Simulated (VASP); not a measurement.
# NiO (F-43m) in VASP: further runs

One crystal, NiO, is run at these levels: PBE, RPBE; tasks: relaxation of cell and atoms, relaxation of the atoms.

All numbers are computed with VASP 6.6.1; they aren't measurements. Logs are shortened: lines on timing, memory, paths and dates and some standing lists are left out, and cuts for length are marked.

### 1 Starting point

It takes space group F-43m (No. 216, cubic). Conventional cell: a = 4.124 Å, b = 4.124 Å, c = 4.124 Å, α = 90.00°, β = 90.00°, γ = 90.00°. Around Ni (site symmetry -43m) lie 4 O at 1.79 Å. O (site symmetry -43m) is surrounded by 4 Ni at 1.79 Å.

The cell was built by a generator and needn't be a form met in nature.

### 2 Relaxation of cell and atoms, PBE, collinear spin, ferromagnetic start

File INCAR:

```
PREC = Accurate
ENCUT = 600
EDIFF = 1E-7
ISMEAR = 0
SIGMA = 0.05
LREAL = F
LASPH = T
NELM = 100
ALGO = Fast
ISIF = 3
LWAVE = F
LCHARG = F
ISPIN = 2
MAGMOM = 1 0
LORBIT = 11
LMAXMIX = 4
GGA = PE
IBRION = 2
NSW = 60
EDIFFG = -0.005
```

File KPOINTS:

```
Automatic mesh
0
Gamma
  11 11 11
```

File POSCAR:

```
NiO
1.0
    0.0000000000      2.0621708800      2.0621708800
    2.0621708800      0.0000000000      2.0621708800
    2.0621708800      2.0621708800      0.0000000000
Ni O
1 1
Direct
    0.0000000000      0.0000000000      0.0000000000
    0.7500000000      0.7500000000      0.7500000000
```

Potentials or basis: VASP PAW PBE potentials, release 64 (Ni, O).

The run is started by

```sh
$ cat potpaw_PBE.64/Ni/POTCAR potpaw_PBE.64/O/POTCAR > POTCAR
$ mpirun -np 1 vasp_std > vasp.out
```

OUTCAR:

```text
PREC = Accurate
   ENCUT = 600
   EDIFF = 1E-7
   ISMEAR = 0
   LREAL = F
   LASPH = T
   NELM = 100
   ISIF = 3
   ISPIN = 2
   LORBIT = 11
   GGA = PE
   IBRION = 2
   NSW = 60
   EDIFFG = -0.005

 ion  position               nearest neighbor table
   1  0.000  0.000  0.000-   2 1.79   2 1.79   2 1.79   2 1.79
   2  0.750  0.750  0.750-   1 1.79   1 1.79   1 1.79   1 1.79

  LATTYP: Found a face centered cubic cell.
 ALAT       =     4.1243417600

  Lattice vectors:

 A1 = (   0.0000000000,   2.0621708800,   2.0621708800)
 A2 = (   2.0621708800,   0.0000000000,   2.0621708800)
 A3 = (   2.0621708800,   2.0621708800,   0.0000000000)

Analysis of symmetry for initial positions (statically):
=====================================================================
 Subroutine PRICEL returns:
 Original cell was already a primitive cell.

 Routine SETGRP: Setting up the symmetry group for a
 face centered cubic supercell.

 Subroutine GETGRP returns: Found 24 space group operations
 (whereof 24 operations were pure point group operations)
 out of a pool of 48 trial point group operations.

The static configuration has the point symmetry T_d .

Analysis of symmetry for dynamics (positions and initial velocities):
=====================================================================
 Subroutine PRICEL returns:
 Original cell was already a primitive cell.

 Routine SETGRP: Setting up the symmetry group for a
 face centered cubic supercell.

 Subroutine GETGRP returns: Found 24 space group operations
 (whereof 24 operations were pure point group operations)
 out of a pool of 48 trial point group operations.

The dynamic configuration has the point symmetry T_d .

Analysis of structural, dynamic, and magnetic symmetry:
=====================================================================
 Subroutine PRICEL returns:
 Original cell was already a primitive cell.

 Routine SETGRP: Setting up the symmetry group for a
 face centered cubic supercell.

 Subroutine GETGRP returns: Found 24 space group operations
 (whereof 24 operations were pure point group operations)
 out of a pool of 48 trial point group operations.

The overall configuration has the point symmetry T_d .

 Subroutine INISYM returns: Found 24 space group operations
 (whereof 24 operations are pure point group operations),
 and found     1 'primitive' translations

----------------------------------------------------------------------------------------

                                     Primitive cell

  volume of cell :      17.5390

  direct lattice vectors                    reciprocal lattice vectors
     0.000000000  2.062170880  2.062170880    -0.242462933  0.242462933  0.242462933
     2.062170880  0.000000000  2.062170880     0.242462933 -0.242462933  0.242462933
     2.062170880  2.062170880  0.000000000     0.242462933  0.242462933 -0.242462933

  length of vectors
     2.916350026  2.916350026  2.916350026     0.419958119  0.419958119  0.419958119

  position of ions in fractional coordinates (direct lattice)
     0.000000000  0.000000000  0.000000000
     0.750000000  0.750000000  0.750000000

  ion indices of the primitive-cell ions
   primitive index   ion index
                 1           1
                 2           2

----------------------------------------------------------------------------------------

 KPOINTS: Automatic mesh

Automatic generation of k-mesh.
 Grid dimensions read from file:
 generate k-points for:   11   11   11

 Generating k-lattice:

[... 40 lines left out ...]
 -0.272727  0.181818  0.000000     24.000000
 -0.181818  0.181818  0.000000     12.000000
 [... further k-points ...]
   k-points           NKPTS =     56   k-points in BZ     NKDIM =     56   number of bands    NBANDS=     13
   number of dos      NEDOS =    301   number of ions     NIONS =      2
   total plane-waves  NPLWV =  13824
   dimension x,y,z NGX =    24 NGY =   24 NGZ =   24
   dimension x,y,z NGXF=    48 NGYF=   48 NGZF=   48
   ions per type =               1   1
   NGX,Y,Z   is equivalent  to a cutoff of  13.68, 13.68, 13.68 a.u.
   NGXF,Y,Z  is equivalent  to a cutoff of  27.36, 27.36, 27.36 a.u.
 SYSTEM =  unknown system
   PREC   = accura    normal or accurate (medium, high low for compatibility)
   ISTART =      0    job   : 0-new  1-cont  2-samecut
   ICHARG =      2    charge: 1-file 2-atom 10-const
   ISPIN  =      2    spin polarized calculation?
   LNONCOLLINEAR =      F non collinear calculations
   LSORBIT =      F    spin-orbit coupling
   LASPH  =      T    aspherical Exc in radial PAW
   ENCUT  =  600.0 eV  44.10 Ry    6.64 a.u.   5.82  5.82  5.82*2*pi/ulx,y,z
   NELM   =    100;   NELMIN=  2; NELMDL= -5     # of ELM steps
   EDIFF  = 0.1E-06   stopping-criterion for ELM
   LREAL  =      F    real-space projection
   EDIFFG = -.5E-02   stopping-criterion for IOM
   NSW    =     60    number of steps for IOM
   IBRION =      2    ionic relax: 0-MD 1-quasi-New 2-CG
   NFREE  =      1    steps in history (QN), initial steepest desc. (CG)
   ISIF   =      3    stress and relaxation
   ISYM   =      2    0-nonsym 1-usesym 2-fastsym
   POTIM  = 0.5000    time-step for ionic-motion
   TEBEG  =    0.0;   TEEND  =   0.0 temperature during run
   PSTRESS=    0.0 pullay stress
   NELECT =      16.0000    total number of electrons
   NUPDOWN=      -1.0000    fix difference up-down
   EMIN   =  10.00;   EMAX   =-10.00  energy-range for DOS
   EFERMI =   0.00;   METHOD = LEGACY
   ISMEAR =     0;   SIGMA  =   0.05  broadening in eV -4-tet -1-fermi 0-gaus
   EFERMI_NEDOS =   21; number of points for ismear=-14 and -15
   IALGO  =     68    algorithm
   IMIX   =      4    mixing-type and parameters
     AMIX     =   0.40;   BMIX     =  1.00
     AMIX_MAG =   1.60;   BMIX_MAG =  1.00
  volume/ion in A,a.u.               =       8.77        59.18
  Fermi-wavevector in a.u.,A,eV,Ry     =   1.587743  3.000399 34.299301  2.520927
  Thomas-Fermi vector in A             =   2.686853
   LORBIT       =     11    0 simple, 1 ext, 2 COOP (PROOUT), +10 PAW based schemes
   GGA     = PE    functional components
   LHFCALC =     F    Hartree Fock is set to
   AEXX    =    0.0000 exact exchange contribution
   IVDW    =     0    specifies the selected vdW correction
   LEPSILON=     F    determine dielectric tensor
   LRPA    =     F    only Hartree local field effects (RPA)
 conjugate gradient relaxation of ions
 spin polarized calculation
 RMM-DIIS sequential band-by-band and
 Gauss-broadening in eV      SIGMA  =   0.05
  energy-cutoff  :      600.00
  volume of cell :       17.54
 maximum number of plane-waves:       596
   NGX = 11   NGY = 11   NGZ = 11

--------------------------------------- Ionic step        1  -------------------------------------------

 number of electron      15.9999989 magnetization       0.9902722

 Free energy of the ion-electron system (eV)
  ---------------------------------------------------
  ext. energy  EPLUGINS =         0.00000000
  ---------------------------------------------------
  free energy    TOTEN  =       -10.83841638 eV

  energy without entropy =      -10.83630558  energy(sigma->0) =      -10.83736098

------------------------ aborting loop because EDIFF is reached ----------------------------------------

  FORCE on cell =-STRESS in cart. coord.  units (eV):
  Direction    XX          YY          ZZ          XY          YZ          ZX
  --------------------------------------------------------------------------------------
  -------------------------------------------------------------------------------------
  Total        6.5742046      6.5742046      6.5742046      0.0000000      0.0000000      0.0000000
  in kB      600.5509464    600.5509464    600.5509464      0.0000000      0.0000000      0.0000000
  external PRESSURE =     600.5509464 kB  Pullay stress =       0.0000000 kB
[... 23 lines left out ...]
--------------------------------------- Ionic step        2  -------------------------------------------

 number of electron      15.9999993 magnetization       2.0002427

 E-fermi :   3.5032     XC(G=0): -10.2076

 val. band max:        3.5001576021   @ k =  -0.4545   0.4545   0.0000
 cond. band min:       3.5038710728   @ k =  -0.4545   0.3636   0.0000
 fundamental gap:      0.0037134707
 Fermi energy:         3.5032221168

 spin component 1

 k-point     1 :       0.0000    0.0000    0.0000
  band No.  band energies     occupation
      1     -15.1517      1.00000
      2      -1.4167      1.00000
      3      -1.4167      1.00000
      4      -1.4167      1.00000
      5       1.3378      1.00000
      6       1.3378      1.00000
      7       3.3123      1.00000
      8       3.3123      1.00000
      9       3.3123      1.00000
     10       3.6862      0.00000
     11      16.4630      0.00000
     12      16.4630      0.00000
[... 822 lines left out ...]
  FREE ENERGIE OF THE ION-ELECTRON SYSTEM (eV)
  ---------------------------------------------------
  free  energy   TOTEN  =       -11.5910607700 eV

  energy  without entropy=      -11.5888457908  energy(sigma->0) =      -11.58995328

[... ionic steps 4 to 15 ...]

--------------------------------------- Ionic step       16  -------------------------------------------

 number of electron      16.0000007 magnetization       1.9315949

------------------------ aborting loop because EDIFF is reached ----------------------------------------
[... 67 lines left out ...]
--------------------------------------- Ionic step       18  -------------------------------------------

 number of electron      16.0000006 magnetization       1.9334297

 Free energy of the ion-electron system (eV)
  ---------------------------------------------------
  ext. energy  EPLUGINS =         0.00000000
  ---------------------------------------------------
  free energy    TOTEN  =       -11.59107102 eV

  energy without entropy =      -11.58885168  energy(sigma->0) =      -11.58996135

 E-fermi :   5.5712     XC(G=0): -11.2249

 val. band max:        5.5667115254   @ k =  -0.2727   0.2727   0.0000
 cond. band min:       5.5750770929   @ k =  -0.4545   0.3636   0.0000
 fundamental gap:      0.0083655675
 Fermi energy:         5.5712295862

 spin component 1

 k-point     1 :       0.0000    0.0000    0.0000
  band No.  band energies     occupation
      1     -14.3722      1.00000
      2      -0.4112      1.00000
      3      -0.4112      1.00000
      4      -0.4112      1.00000
      5       3.1414      1.00000
      6       3.1414      1.00000
      7       5.7234      0.00001
      8       5.7234      0.00001
      9       5.7234      0.00001
     10       6.0111      0.00000
     11      19.8384      0.00000
     12      19.8384      0.00000
[... 786 lines left out ...]
  FREE ENERGIE OF THE ION-ELECTRON SYSTEM (eV)
  ---------------------------------------------------
  free  energy   TOTEN  =       -11.5910710228 eV

  energy  without entropy=      -11.5888516835  energy(sigma->0) =      -11.58996135

 reached required accuracy - stopping structural energy minimisation

 total charge

# of ion       s       p       d       tot
------------------------------------------
    1        0.379   0.477   8.239   9.096
    2        1.557   3.417   0.000   4.974
--------------------------------------------------
tot          1.936   3.894   8.239  14.070

 magnetization (x)

# of ion       s       p       d       tot
------------------------------------------
    1        0.004   0.039   1.467   1.510
    2        0.017   0.350   0.000   0.366
--------------------------------------------------
tot          0.020   0.389   1.467   1.876
```

Wall time 7.1 min (1 thread of AMD EPYC 7R43 (Zen 3), shared host); peak memory 0.13 GiB.

What came out:

| Quantity | Value |
| --- | --- |
| Free energy | -11.5911 eV |
| Relaxed volume | 11.27 Å³/atom |
| Relaxed cell | a = 3.171 Å, b = 3.171 Å, c = 3.171 Å, α = 60.00°, β = 60.00°, γ = 60.00° |
| Space group after relaxing (to 0.05 Å) | F-43m (No. 216) |
| Energy gained by relaxing | 376.3 meV/atom |
| Ionic steps | 18 |
| Pressure after relaxing | 0.0 GPa |
| Band gap on the k mesh | none (metal or under the smearing width) |
| Net moment | 1.93 μB per cell |
| Site moments | Ni +1.51; O +0.37 μB |
| Valence electrons inside the program's atomic spheres | Ni 9.10; O 4.97 |

The path:
```csv
step,energy change (eV),largest force (eV/Å),pressure (GPa),volume (Å³)
1,0.0000,0.0000,60.06,17.54
2,-0.4170,0.0000,-19.52,27.28
3,-0.7526,0.0000,-0.15,22.56
4,-0.7525,0.0000,0.59,22.45
5,-0.7525,0.0000,0.55,22.45
6,-0.7525,0.0000,0.52,22.46
7,-0.7525,0.0000,0.55,22.46
8,-0.7525,0.0000,0.52,22.46
9,-0.7525,0.0000,0.50,22.46
10,-0.7525,0.0000,0.48,22.46
11,-0.7525,0.0000,0.54,22.46
12,-0.7525,0.0000,0.50,22.46
13,-0.7525,0.0000,0.49,22.46
14,-0.7526,0.0000,0.44,22.47
15,-0.7526,0.0000,0.36,22.48
16,-0.7526,0.0000,0.19,22.51
17,-0.7526,0.0000,-0.14,22.56
18,-0.7527,0.0000,0.00,22.54
```

Final structure:
```
Ni O
1.0
     0.00000    2.24195    2.24195
     2.24195    0.00000    2.24195
     2.24195    2.24195    0.00000
Ni O
1 1
Direct
  0.00000 0.00000 0.00000
  0.75000 0.75000 0.75000
```

Caveat: the volume moved by over 15 % at a fixed basis, so the end points are rough; a cell with one magnetic atom can't hold antiferromagnetic order, which such compounds often take; semilocal functionals often make such compounds metallic where correlation or magnetic order opens a gap, which also shifts bond lengths.

### 3 Relaxation of the atoms, RPBE, collinear spin, ferromagnetic start

File INCAR:

```
ALGO = Normal
EDIFF = 1E-7
EDIFFG = -0.02
ENCUT = 520
GGA = RP
IBRION = 2
ISIF = 2
ISMEAR = 0
ISPIN = 2
LASPH = True
LCHARG = False
LMAXMIX = 4
LORBIT = 11
LREAL = False
LWAVE = False
MAGMOM = 1 0
NELM = 100
NSW = 40
PREC = Accurate
SIGMA = 0.05
```

File KPOINTS:

```
k-points
0
Gamma
  11 11 11
```

POSCAR is that of step 2.

Potentials or basis: VASP PAW PBE potentials, release 64 (Ni, O).

The run is started by

```sh
$ cat potpaw_PBE.64/Ni/POTCAR potpaw_PBE.64/O/POTCAR > POTCAR
$ mpirun -np 1 vasp_std > vasp.out
```

Run time: 50 s. Hardware: 1 thread of AMD EPYC 7R43 (Zen 3), shared host; peak memory 0.12 GiB.

The run converged. Its results:

```yaml
Free_energy: -9.7761 eV
Pressure_after_relaxing: 68.1 GPa
Band_gap_on_the_k_mesh: none (metal or under the smearing width)
Net_moment: 1.19 μB per cell
Site_moments: Ni +0.94; O +0.22 μB
Valence_electrons_inside_the_program's_atomic_spheres: Ni 9.74; O 5.12
```

Final structure:
```
Ni O
1.0
     0.00000    2.06217    2.06217
     2.06217    0.00000    2.06217
     2.06217    2.06217    0.00000
Ni O
1 1
Direct
  0.00000 0.00000 0.00000
  0.75000 0.75000 0.75000
```

Levels at points of the mesh, in eV from the Fermi level:
Spin up:
```csv
k point,band 6,band 7,band 8,band 9,band 10,band 11,band 12,band 13
"(0.00, 0.00, 0.00)",-2.77,0.87,0.92,0.92,0.92,16.17,16.17,16.17
```
Spin down:
```
           k point  band 5  band 6  band 7  band 8  band 9  band 10
(0.00, 0.00, 0.00)   -2.04   -2.04    1.04    1.96    1.96     1.96
```

Caveat: the relaxation stopped at its first step, so nothing moved; a pressure of tens of GPa on the cell as given is suspect, and the run, the potentials or the cell itself is likely at fault; the PAW data sets were made with another functional, which shifts forces and pressure a little; a cell with one magnetic atom can't hold antiferromagnetic order, which such compounds often take; semilocal functionals often make such compounds metallic where correlation or magnetic order opens a gap, which also shifts bond lengths. With open d or f shells a metallic result of RPBE can be an artefact of self-interaction; +U or a hybrid may open a gap.
